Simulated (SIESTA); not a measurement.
The system is AlRu.

```
Ru Al
1.0
     2.99160    0.00000    0.00000
     0.00000    2.99160    0.00000
     0.00000    0.00000    2.99160
Ru Al
1 1
Direct
  0.50000 0.50000 0.50000
  0.00000 0.00000 0.00000
```

| Item | Value |
| --- | --- |
| Program | SIESTA 5.4.2 |
| Task | single point |
| Functional | PBEsol |
| Potentials or basis | PseudoDojo 0.4 standard (PBEsol files) |
| Basis | DZP (energy shift 0.003 Ry; two zetas on semicore shells) |
| Grid cutoff | 800 Ry |
| Energy shift | 0.003 Ry |
| k mesh | 9 × 9 × 9 |
| Occupations | fermi-dirac, width 0.05 eV |
| Spin | no spin polarisation |

On this cell: pressure -1.7 GPa; largest force zero by symmetry; band gap on the k mesh none (metal or under the smearing width).

The same run follows on a disturbed copy (atoms moved at random, drawn with an rms of 0.05 Å):

```
CELL_PARAMETERS angstrom
2.99160 0.00000 0.00000
0.00000 2.99160 0.00000
0.00000 0.00000 2.99160
ATOMIC_POSITIONS crystal
Ru 0.49700 0.51102 0.48780
Al 0.99568 0.99117 0.01002
```

What changes?

The energy (extrapolated to zero smearing) moves by +16.9 meV/atom; pressure -1.1 GPa; largest force 0.759 eV/Å; band gap on the k mesh none (metal or under the smearing width).

Forces in eV/Å, atoms in the order of the input:
```
Ru  -0.033 -0.504  0.563
Al   0.034  0.506 -0.565
```

Stress tensor (GPa, compression positive):
```
-0.85  0.04 -0.05
 0.04 -1.19 -0.64
-0.05 -0.64 -1.27
```

Caveats: the basis of atomic orbitals isn't converged, which shifts pressures, moduli and gaps.
